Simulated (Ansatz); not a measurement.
# One crystal, many levels of theory: Si3N4 (I-43d)

Aim: the gap of Si3N4 (I-43d) at several levels of theory on one structure, with the time that each takes.

Main program and level: Ansatz 0.2.0; density functionals, hybrids and G0W0, plane waves, PAW.

## 1. Set-up

The structure is cubic, space group I-43d (No. 220). The conventional cell has a = 6.475 Å, b = 6.475 Å, c = 6.475 Å, α = 90.00°, β = 90.00°, γ = 90.00°. Si has 4 N at 1.75 Å nearest. Nearest to N lie 3 Si at 1.75 Å. Farther neighbours and most contacts between anions are not listed.

Coordinates:

```cif
data_structure
_symmetry_space_group_name_H-M 'I-43d'
_symmetry_Int_Tables_number 220
_cell_length_a 6.4747
_cell_length_b 6.4747
_cell_length_c 6.4747
_cell_angle_alpha 90.000
_cell_angle_beta 90.000
_cell_angle_gamma 90.000
_cell_volume 271.43
loop_
_atom_site_label
_atom_site_type_symbol
_atom_site_symmetry_multiplicity
_atom_site_Wyckoff_symbol
_atom_site_fract_x
_atom_site_fract_y
_atom_site_fract_z
_atom_site_occupancy
Si1 Si 12 b 0.37500 0.50000 0.75000 1
N1 N 16 c 0.28140 0.28140 0.28140 1
```

The cell and positions come from the Crystallography Open Database and are kept as given unless a step says otherwise. This is not the form that Si3N4 usually takes at ambient conditions. The default PAW set here is soft_2. Its files were made with PBE.

## 2. LDA on the 6×6×6 mesh

This step: DFT, LDA, plane waves, PAW.

The input, input.yaml:

```yaml
crystal:
  lattice:
    - [-3.23735, 3.23735, 3.23735]
    - [3.23735, -3.23735, 3.23735]
    - [3.23735, 3.23735, -3.23735]
  atoms:
    - { symbol: Si, position: [0.25, 0.125, 0.875] }
    - { symbol: Si, position: [0.875, 0.25, 0.125] }
    - { symbol: Si, position: [0.75, 0.375, 0.625] }
    - { symbol: Si, position: [0.625, 0.75, 0.375] }
    - { symbol: Si, position: [0.125, 0.875, 0.25] }
    - { symbol: Si, position: [0.375, 0.625, 0.75] }
    - { symbol: "N", position: [0.5628, 0.5628, 0.5628] }
    - { symbol: "N", position: [0.4372, 0.5, 0.0] }
    - { symbol: "N", position: [0.5, 0.0, 0.9372] }
    - { symbol: "N", position: [0.0, 0.4372, 0.5] }
    - { symbol: "N", position: [0.9372, 0.5, 0.0] }
    - { symbol: "N", position: [0.0628, 0.0628, 0.0628] }
    - { symbol: "N", position: [0.0, 0.9372, 0.5] }
    - { symbol: "N", position: [0.5, 0.0, 0.4372] }
kpoints:
  mp_grid: { grid: [6, 6, 6] }
  band_path:
    path:
      - [0.0, 0.0, 0.0]
      - [0.5, -0.5, 0.5]
      - [0.0, 0.0, 0.5]
      - [0.25, 0.25, 0.25]
      - [0.0, 0.3333333333, 0.3333333333]
      - [0.15, -0.15, 0.15]
      - [0.0, 0.0, 0.2]
    npoints: 1
hamiltonian:
  xc: lda
scf:
  occupations: { method: fixed }
  n_extra_bands: 8
output:
  forces: true
  stress: true
  eigenvalues: true
```

The run is started by

```sh
> ansatz run input.yaml --threads 3 --pin off --max-ram 64512MiB --backend cuda --events-out ev --progress --plain --runs-dir out --devices 1 --max-vram 24GiB  # rebuilt from the run's record
```

Numbers of over 12 decimals in the logs are rounded to 6 here.

The log of the run:

```text
scf.n_extra_bands = 8 over 32 filled bands (N_el = 64.0): the run solves 40 bands
GPUs: using 1 of 1 available (devices: 1).
Engine: ansatz 0.2.0, x86_64-unknown-linux-gnu
Pseudopotentials: kind: paw
Pseudopotential: Si, paw, valence charge 4, recommended cutoff 420 eV (normal), Si.paw.azcp
Pseudopotential: N, paw, valence charge 5, recommended cutoff 420 eV (normal), N.paw.azcp
Functional definition: SPW92
  exchange = slater_x
  correlation = pw_c
device memory: the entry about to start is reckoned to put 3.1 GiB on a device that reports 63.5 GiB free (of which the cap on the GPU budget leaves the run 24.0 GiB)
GPU FFT provider: cuFFT
GPU libraries: cuBLAS 13.8.1, cuFFT 12.4.0, cuSOLVER 12.3.2
Crystal: 14 atoms, lattice volume = 135.715 Å³
Basis set: ecut = 420 eV, 2659 PW (Γ)
Bands: 40, of which v1, the nominal top of the filled ones, is band 32 counted from 1 (31 counted from 0)
Symmetry: 24 space group operations
Space group: I-43d (ITA 220), of the structure as read, at distance tolerance 5.1e-5 Å
k-points: 16 of 216 (time reversal used)
Non-local potential: Si, projectors of the file, l = 0: 2, l = 1: 2, l = 2: 2
Non-local potential: N, projectors of the file, l = 0: 2, l = 1: 2, l = 2: 1
PAW form: soft (Blöchl's): semilocal exchange-correlation on the pseudo side does not see the compensation charge
PAW frozen core: Si, regenerated for the run's functional, and the local potential with it (the file was generated under x = pbe(κ = 0.804, μ = 0.219515), c = pbe(β = 0.066725))
PAW frozen core: N, regenerated for the run's functional, and the local potential with it (the file was generated under x = pbe(κ = 0.804, μ = 0.219515), c = pbe(β = 0.066725))
PAW one-centre angular grid: Si, 110 points (default); XC on 64 Gauss nodes
PAW one-centre angular grid: N, 110 points (default); XC on 64 Gauss nodes
Initial density: superposition of atomic densities (neutral atoms: chi_scale 0, normalization atom), corrected by the library's trained network
Initial wavefunctions: pseudopotential atomic-orbital guess
GPU buffer pool allocated for 64000 grid points (all kernels)
GPU transforms: local potential and band sums: pruned to the plane-wave sphere, on 40×40×40
Functional: x = slater, c = lda
SCF iter   1: F=—  HF=-6659.556451 eV  |F-HF|=—  |Δ(HF+E_count)|=         —  Δρ=1.10e-2  dr2=1.64e-1  ethr=1.77e-3  ⟨swp⟩=5.1  Hψ=2730  notcnv=0  defer=86
preconditioner: auto → Resta (q_TF=auto, 2.407 Å⁻¹)  ε∞=4.9  [insulator: Δε(μ)=3.792 eV  Ē_g=12.897 eV  n_scr=42 (ndim 8)  ℏωp=25.5 eV  f_vac=0.000  ε∞_Penn≈4.9]
SCF iter   2: F=—  HF=-6659.508777 eV  |F-HF|=—  |Δ(HF+E_count)|=   4.77e-2  Δρ=3.78e-3  dr2=1.00e-2  ethr=2.57e-4  ⟨swp⟩=2.0  Hψ=1173  notcnv=0  defer=92
SCF iter   3: F=—  HF=-6659.505782 eV  |F-HF|=—  |Δ(HF+E_count)|=   3.00e-3  Δρ=1.60e-3  dr2=1.73e-3  ethr=1.57e-5  ⟨swp⟩=2.2  Hψ=697  notcnv=0  defer=92
SCF iter   4: F=—  HF=-6659.505151 eV  |F-HF|=—  |Δ(HF+E_count)|=   6.31e-4  Δρ=1.25e-4  dr2=1.18e-5  ethr=2.70e-6  ⟨swp⟩=2.1  Hψ=1117  notcnv=0  defer=92
SCF iter   5: F=—  HF=-6659.505063 eV  |F-HF|=—  |Δ(HF+E_count)|=   8.76e-5  Δρ=1.96e-5  dr2=4.46e-7  ethr=1.84e-8  ⟨swp⟩=2.3  Hψ=1118  notcnv=0  defer=80
SCF iter   6: F=-6659.505063 eV  HF=-6659.505063 eV  |F-HF|=2.78e-10  |Δ(HF+E_count)|=   6.35e-8  Δρ=3.14e-6  dr2=1.18e-8  ethr=1.56e-10  ⟨swp⟩=13.8  Hψ=3713  notcnv=0
SCF 1 converged in 6 iterations: F = -6659.505063 eV  dr2 = 1.18e-8
[...]
device memory: the entry about to start is reckoned to put 2.2 GiB on a device that reports 63.5 GiB free (of which the cap on the GPU budget leaves the run 24.0 GiB)
NSCF: frozen V_eff on 7 k-points
SCF converged after 6 iterations
Free energy (F): -6659.505063 eV
Harris-Foulkes:  -6659.505063 eV  (|F-HF|=2.78e-10)
Internal energy: -6659.505063 eV  (E = F + TS)
E sigma→0 (E₀):  -6659.505063 eV
Fermi energy:    9.058497 eV
--- Per-component energies (eV) ---
  E_band       = 123.277134
  E_kinetic    = 1343.326895
  E_local      = -1760.785192  (includes V_loc(G=0)·N_el)
  E_nonlocal   = 525.647059
  E_hartree    = 553.440214
  E_xc         = -817.002854
  E_vxc        = -907.674321  (∫ρ·V_xc dr)
  E_paw        = -3866.975749  (= ΣΔE_a)
  E_vpaw       = -184.119736  (= ΣTr[D̂ρ^β])
  E_aug_tail   = 0.000799  (compensation charges beyond the density's cutoff)
  E_ewald      = -2638.302572
  E_core_change = 1.146337  (= ΣΔE_core)
  E_smearing   = -0.000000  (= −TS)
  E_closure    = -0.000000  (closes the sum)
  Σ components = -6659.505063   (vs F -6659.505063, Δ=0.00e0)
--- Forces (eV/Å), atoms counted from 1 ---
  atom   1  Si    -0.00000000     0.00000000    -0.00000000
  atom   2  Si     0.00000000    -0.00000000     0.00000000
  atom   3  Si    -0.00000000    -0.00000000    -0.00000000
  atom   4  Si    -0.00000000     0.00000000     0.00000000
  atom   5  Si     0.00000000    -0.00000000     0.00000000
  atom   6  Si    -0.00000000     0.00000000     0.00000000
  atom   7  N      0.02044749     0.02044749     0.02044749
  atom   8  N      0.02044749    -0.02044749    -0.02044749
  atom   9  N     -0.02044749    -0.02044749     0.02044749
  atom  10  N     -0.02044749     0.02044749    -0.02044749
  atom  11  N      0.02044749    -0.02044749    -0.02044749
  atom  12  N      0.02044749     0.02044749     0.02044749
  atom  13  N     -0.02044749     0.02044749    -0.02044749
  atom  14  N     -0.02044749    -0.02044749     0.02044749
  max |Σ_I F_I| component: 7.29e-17 eV/Å
--- Stress (GPa, compression-positive) ---
       -7.653953      -0.000000       0.000000
       -0.000000      -7.653953       0.000000
        0.000000       0.000000      -7.653953
  P = ⅓ Tr σ = -7.6540 GPa (-76.540 kbar)
--- Band table (eV; the first three rows and the last of 16) ---
  k-point 0: bands = [... 28 lower, 8.8931, 8.8931, 8.8931, 8.9929, 13.5130, 13.5130, 13.6165, 13.6165, ... 4 higher]
  k-point 1: bands = [... 28 lower, 8.5280, 8.7224, 8.9267, 8.9453, 13.0543, 13.2103, 13.8247, 14.0987, ... 4 higher]
  k-point 2: bands = [... 28 lower, 7.7138, 8.2381, 9.0006, 9.0061, 13.3794, 13.4449, 14.3459, 14.8257, ... 4 higher]
  k-point 15: bands = [... 28 lower, 7.1239, 7.1239, 7.8368, 7.8368, 14.2965, 14.2965, 14.2965, 14.2965, ... 4 higher]
```

Elapsed: 3.3 s, on 1 × NVIDIA H100 80GB HBM3 (shared by 3 runs) with 3 threads of AMD EPYC 7R13 (Zen 3), shared host; peak memory 0.99 GiB.

In the SCF lines HF is the Harris–Foulkes energy and dr2 the Hartree energy of the density residual, in eV; the loop may stop once dr2 is under the threshold and the program's other checks hold. Hψ counts applications of the Hamiltonian.

This step gave:

- pressure: -7.654 GPa
- gap: 3.918 eV
- valence top at: k = (0.000, 0.333, 0.333)
- conduction bottom at: k = (0.150, -0.150, 0.150)
- least direct gap: 4.095 eV

Over mesh and listed points the gap is 3.918 eV, from k = (0.000, 0.333, 0.333) to k = (0.150, -0.150, 0.150). The least direct gap found is 4.095 eV, at k = (0.000, 0.000, 0.200). On the 6×6×6 mesh alone the same run gives 3.930 eV, so that mesh misses an edge of LDA: 3.930 − 3.918 = +0.012 eV. The pressure in this cell is -8 GPa; the cell is kept.

## 3. PBE on the 6×6×6 mesh

Levels along a band path and on the mesh show where this functional puts the band edges.

This step: DFT, PBE, plane waves, PAW.

input.yaml: that of step 2 with these lines changed.

```diff
@@ -24,14 +24,9 @@
     path:
-      - [0.0, 0.0, 0.0]
-      - [0.5, -0.5, 0.5]
-      - [0.0, 0.0, 0.5]
-      - [0.25, 0.25, 0.25]
-      - [0.0, 0.3333333333, 0.3333333333]
-      - [0.15, -0.15, 0.15]
-      - [0.0, 0.0, 0.2]
-    npoints: 1
+      - [[0.0, 0.0, 0.0], [0.5, -0.5, 0.5], [-6.440960319921e-18, 6.440960319921e-18, 0.5], [0.0, 0.0, 0.0], [0.25, 0.25, 0.25], [0.5, -0.5, 0.5]]
+      - [[0.25, 0.25, 0.25], [-6.440960319921e-18, 6.440960319921e-18, 0.5]]
+    npoints: 10
 hamiltonian:
-  xc: lda
+  xc: pbe
 scf:
-  occupations: { method: fixed }
+  occupations: { method: fermi_dirac, width: 0.02 }
   n_extra_bands: 8
@@ -41 +36,5 @@
   eigenvalues: true
+  write_density: true
+  write_potential: true
+  elf: true
+  volumetric_format: npy
```

The log of the run:

```text
[...]
GPUs: using 1 of 1 available (devices: 1).
[...]
GPU FFT provider: cuFFT
GPU libraries: cuBLAS 13.8.1, cuFFT 12.4.0, cuSOLVER 12.3.2
Crystal: 14 atoms, lattice volume = 135.715 Å³
Basis set: ecut = 420 eV, 2659 PW (Γ), exchange–correlation on 80×80×80 points (8 copies of the dense FFT grid, shifted against one another)
Bands: 40, of which v1, the nominal top of the filled ones, is band 32 counted from 1 (31 counted from 0)
Symmetry: 24 space group operations
[...]
k-points: 16 of 216 (time reversal used)
[...]
GPU buffer pool allocated for 64000 grid points (all kernels)
[...]
SCF iter   1: F=—  HF=-6900.411386 eV  |F-HF|=—  |Δ(HF+E_count)|=         —  Δρ=2.40e-3  dr2=3.74e-3  ethr=1.77e-3  ⟨swp⟩=8.0  Hψ=3245  notcnv=0  defer=1
[...]
atom   9  N      0.01202762     0.01202762    -0.01202762
  atom  10  N      0.01202762    -0.01202762     0.01202762
  atom  11  N     -0.01202762     0.01202762     0.01202762
  atom  12  N     -0.01202762    -0.01202762    -0.01202762
  atom  13  N      0.01202762    -0.01202762     0.01202762
  atom  14  N      0.01202762     0.01202762    -0.01202762
  max |Σ_I F_I| component: 8.15e-17 eV/Å
--- Stress (GPa, compression-positive) ---
        1.940570       0.000000       0.000000
       -0.000000       1.940570       0.000000
        0.000000       0.000000       1.940570
  P = ⅓ Tr σ = 1.9406 GPa (19.406 kbar)
--- Band table (eV; the first three rows and the last of 16) ---
  k-point 0: bands = [... 28 lower, 9.1737, 9.1737, 9.1737, 9.2698, 13.9743, 13.9743, 14.0009, 14.0036, ... 4 higher]
  k-point 1: bands = [... 28 lower, 8.8100, 9.0077, 9.2070, 9.2242, 13.4802, 13.6531, 14.2164, 14.4589, ... 4 higher]
  k-point 2: bands = [... 28 lower, 8.0058, 8.5347, 9.2795, 9.2839, 13.8120, 13.8949, 14.7373, 15.1997, ... 4 higher]
  k-point 15: bands = [... 28 lower, 7.4286, 7.4286, 8.1362, 8.1362, 14.7481, 14.7481, 14.7481, 14.7481, ... 4 higher]
[key lines of the parts left out:]
SCF converged after 6 iterations
Free energy (F): -6900.413676 eV
Fermi energy:    11.389676 eV
```

The job ended after 5.7 s (1 × NVIDIA H100 80GB HBM3 (shared by 3 runs) with 3 threads; peak memory 1 GiB).

Numbers from this step:

| Quantity | Value |
| --- | --- |
| pressure | 1.941 GPa |
| filled bands | 32 |
| gap | 4.062 eV |
| valence top at | k = (0.000, 0.333, 0.333) |
| conduction bottom at | k = (0.150, -0.150, 0.150) |
| least direct gap | 4.243 eV |

Over mesh and path the gap is 4.062 eV, from k = (0.000, 0.333, 0.333) to k = (0.150, -0.150, 0.150). The least direct gap found is 4.243 eV, at k = (0.000, 0.000, 0.200). On the 6×6×6 mesh alone the same run gives 4.074 eV, so that mesh misses an edge of PBE: 4.074 − 4.062 = +0.012 eV. PBE against LDA: 4.062 − 3.918 = +0.144 eV, with the same mesh, files and cutoff, and both edges at the same k points.

## 4. r2SCAN on the 6×6×6 mesh

r2SCAN is a meta-GGA: it depends on the kinetic-energy density as well as on the density and its gradient.

This step: DFT, r2SCAN, plane waves, PAW.

input.yaml: that of step 3 with these lines changed.

```diff
@@ -24,9 +24,14 @@
     path:
-      - [[0.0, 0.0, 0.0], [0.5, -0.5, 0.5], [-6.440960319921e-18, 6.440960319921e-18, 0.5], [0.0, 0.0, 0.0], [0.25, 0.25, 0.25], [0.5, -0.5, 0.5]]
-      - [[0.25, 0.25, 0.25], [-6.440960319921e-18, 6.440960319921e-18, 0.5]]
-    npoints: 10
+      - [0.0, 0.0, 0.0]
+      - [0.5, -0.5, 0.5]
+      - [0.0, 0.0, 0.5]
+      - [0.25, 0.25, 0.25]
+      - [0.0, 0.3333333333, 0.3333333333]
+      - [0.15, -0.15, 0.15]
+      - [0.0, 0.0, 0.2]
+    npoints: 1
 hamiltonian:
-  xc: pbe
+  xc: r2scan
 scf:
-  occupations: { method: fermi_dirac, width: 0.02 }
+  occupations: { method: fixed }
   n_extra_bands: 8
```

The log of the run:

```text
[...]
GPUs: using 1 of 1 available (devices: 1).
[...]
GPU FFT provider: cuFFT
GPU libraries: cuBLAS 13.8.1, cuFFT 12.4.0, cuSOLVER 12.3.2
Crystal: 14 atoms, lattice volume = 135.715 Å³
Basis set: ecut = 500 eV, 3463 PW (Γ), exchange–correlation on 180×180×180 points (64 copies of the dense FFT grid, shifted against one another)
[...]
k-point 0: bands = [... 28 lower, 8.9371, 8.9371, 8.9371, 9.0181, 14.3513, 14.3513, 14.3912, 14.3912, ... 4 higher]
  k-point 1: bands = [... 28 lower, 8.5699, 8.7636, 8.9707, 8.9826, 13.8525, 14.0249, 14.6157, 14.8650, ... 4 higher]
  k-point 2: bands = [... 28 lower, 7.7488, 8.2901, 9.0425, 9.0432, 14.1922, 14.2707, 15.1611, 15.6357, ... 4 higher]
  k-point 15: bands = [... 28 lower, 7.1529, 7.1529, 7.8675, 7.8675, 15.1557, 15.1557, 15.1557, 15.1557, ... 4 higher]
[key lines of the parts left out:]
SCF converged after 7 iterations
Free energy (F): -6929.433059 eV
Fermi energy:    9.096044 eV
P = ⅓ Tr σ = -4.0535 GPa (-40.535 kbar)
```

Elapsed: 5.1 s, on 1 × NVIDIA H100 80GB HBM3 (shared by 3 runs) with 3 threads; peak memory 1.3 GiB; 7.8 s of CPU time.

This step gave:

```
pressure             : -4.053 GPa
gap                  : 4.674 eV
valence top at       : k = (0.000, 0.333, 0.333)
conduction bottom at : k = (0.150, -0.150, 0.150)
least direct gap     : 4.857 eV
```

Over mesh and listed points the gap is 4.674 eV, from k = (0.000, 0.333, 0.333) to k = (0.150, -0.150, 0.150). The least direct gap found is 4.857 eV, at k = (0.000, 0.000, 0.200). On the 6×6×6 mesh alone the same run gives 4.687 eV, so that mesh misses an edge of r2SCAN: 4.687 − 4.674 = +0.013 eV. The pressure in this cell is -4 GPa; the cell is kept. r2SCAN against PBE: 4.674 − 4.062 = +0.612 eV. The runs also differ in plane-wave cutoff (420 eV and 500 eV), so how much of this comes from the functional alone is not known.

## 5. HSE06 on the 4×4×4 mesh

HSE06 mixes in a quarter of exact exchange at short range.

This step: DFT, HSE06, plane waves, PAW.

input.yaml: that of step 4 with these lines changed.

```diff
@@ -21,3 +21,3 @@
 kpoints:
-  mp_grid: { grid: [6, 6, 6] }
+  mp_grid: { grid: [4, 4, 4] }
   band_path:
@@ -33,3 +33,3 @@
 hamiltonian:
-  xc: r2scan
+  xc: hse06
 scf:
@@ -41,5 +41 @@
   eigenvalues: true
-  write_density: true
-  write_potential: true
-  elf: true
-  volumetric_format: npy
```

The log of the run:

```text
[...]
--- Band table (eV; the first three rows and the last of 8) ---
  k-point 0: bands = [... 28 lower, 8.2378, 8.2378, 8.2378, 8.3046, 14.4424, 14.4424, 14.5379, 14.5379, ... 4 higher]
  k-point 1: bands = [... 28 lower, 7.4443, 7.8097, 8.3066, 8.3073, 14.0172, 14.1596, 15.0166, 15.4338, ... 4 higher]
  k-point 2: bands = [... 28 lower, 7.0572, 7.0572, 8.3795, 8.3795, 14.8047, 14.8047, 15.9062, 15.9062, ... 4 higher]
  k-point 7: bands = [... 28 lower, 6.3631, 6.3631, 7.0927, 7.0927, 15.2719, 15.2719, 15.2719, 15.2719, ... 4 higher]
[key lines of the parts left out:]
Free energy (F): -6903.641481 eV
Fermi energy:    8.379455 eV
P = ⅓ Tr σ = -5.1208 GPa (-51.208 kbar)
```

Run time: 29 s. Hardware: 1 × NVIDIA H100 80GB HBM3 (shared by 3 runs) with 3 threads; peak memory 2.1 GiB.

Numbers from this step:

| Property | Result |
| --- | --- |
| gap | 5.475 eV |
| valence top at | k = (0.000, 0.333, 0.333) |
| conduction bottom at | k = (0.150, -0.150, 0.150) |
| least direct gap | 5.660 eV |
| exact-exchange fraction | 0.25 |

Over mesh and listed points the gap is 5.475 eV, from k = (0.000, 0.333, 0.333) to k = (0.150, -0.150, 0.150). The least direct gap found is 5.660 eV, at k = (0.000, 0.000, 0.200). On the 4×4×4 mesh alone the same run gives 5.508 eV, so that mesh misses an edge of HSE06: 5.508 − 5.475 = +0.033 eV. HSE06 against PBE: 5.475 − 4.062 = +1.413 eV. The runs also differ in mesh (6×6×6 and 4×4×4), so how much of this comes from the functional alone is not known. The program's warnings for this run: stress exchange threshold loose; stress scf threshold loose.

## 6. PBE0 on the 4×4×4 mesh

PBE0 mixes in a quarter of exact exchange at all distances.

This step: DFT, PBE0, plane waves, PAW.

input.yaml: that of step 5 with these lines changed.

```diff
@@ -33,3 +33,3 @@
 hamiltonian:
-  xc: hse06
+  xc: pbe0
 scf:
@@ -41 +41,5 @@
   eigenvalues: true
+  write_density: true
+  write_potential: true
+  elf: true
+  volumetric_format: npy
```

The log of the run:

```text
[...]
GPUs: using 1 of 1 available (devices: 1).
[...]
GPU FFT provider: cuFFT
GPU libraries: cuBLAS 13.8.1, cuFFT 12.4.0, cuSOLVER 12.3.2
Crystal: 14 atoms, lattice volume = 135.715 Å³
Basis set: ecut = 420 eV, 2659 PW (Γ), exchange–correlation on 80×80×80 points (8 copies of the dense FFT grid, shifted against one another)
[...]
--- Band table (eV; the first three rows and the last of 8) ---
  k-point 0: bands = [... 28 lower, 7.8428, 7.8428, 7.8428, 7.9125, 14.8122, 14.8122, 14.9081, 14.9081, ... 4 higher]
  k-point 1: bands = [... 28 lower, 7.0432, 7.4129, 7.9116, 7.9126, 14.3831, 14.5262, 15.3881, 15.8102, ... 4 higher]
  k-point 2: bands = [... 28 lower, 6.6589, 6.6589, 7.9846, 7.9846, 15.1770, 15.1770, 16.2811, 16.2811, ... 4 higher]
  k-point 7: bands = [... 28 lower, 5.9586, 5.9586, 6.6934, 6.6934, 15.6422, 15.6422, 15.6422, 15.6422, ... 4 higher]
[key lines of the parts left out:]
Free energy (F): -6905.262860 eV
Fermi energy:    7.984649 eV
P = ⅓ Tr σ = -5.2515 GPa (-52.515 kbar)
```

Elapsed: 33 s, on 1 × NVIDIA H100 80GB HBM3 (shared by 3 runs) with 3 threads; peak memory 2.1 GiB.

Numbers from this step:

| Property | Result |
| --- | --- |
| gap | 6.233 eV |
| valence top at | k = (0.000, 0.333, 0.333) |
| conduction bottom at | k = (0.150, -0.150, 0.150) |
| least direct gap | 6.420 eV |
| exact-exchange fraction | 0.25 |

Over mesh and listed points the gap is 6.233 eV, from k = (0.000, 0.333, 0.333) to k = (0.150, -0.150, 0.150). The least direct gap found is 6.420 eV, at k = (0.000, 0.000, 0.200). On the 4×4×4 mesh alone the same run gives 6.266 eV, so that mesh misses an edge of PBE0: 6.266 − 6.233 = +0.033 eV. PBE0 against HSE06: 6.233 − 5.475 = +0.758 eV, with the same mesh, files and cutoff, and both edges at the same k points. The program's warnings for this run: stress exchange threshold loose; stress scf threshold loose.

(Part 1 of 2 ends here.)

[Paths, hosts, dates, memory and timing lines, banners, echoed tables and standing remarks are left out of the program output.]

[Logs are printed without paths, hosts, clocks, repeated set-up lines and the standing remarks that a program may print on its own settings, such as how far it seeks lower states.]

[Runs of the session that timed out or met a known fault of the program may be left out.]

[Cells called generated may have been cut or substituted from an entry of the Crystallography Open Database or the Materials Project.]

[Hosts, paths, dates, database ids (printed as entryN), source tags and the programs' standing remarks are cut or masked in the printed files.]

[Where an RPA ε∞ is given, it is that of the G0W0 mesh and is not shown converged in it. Names of k-points follow the symmetry that the program found, which can be lower than the space group named. Band edges on a path are those of the sampled points; other points can move an edge, and change direct to indirect where valleys lie close.]

[Hybrid gaps are those of their k-mesh and are not shown converged in it.]
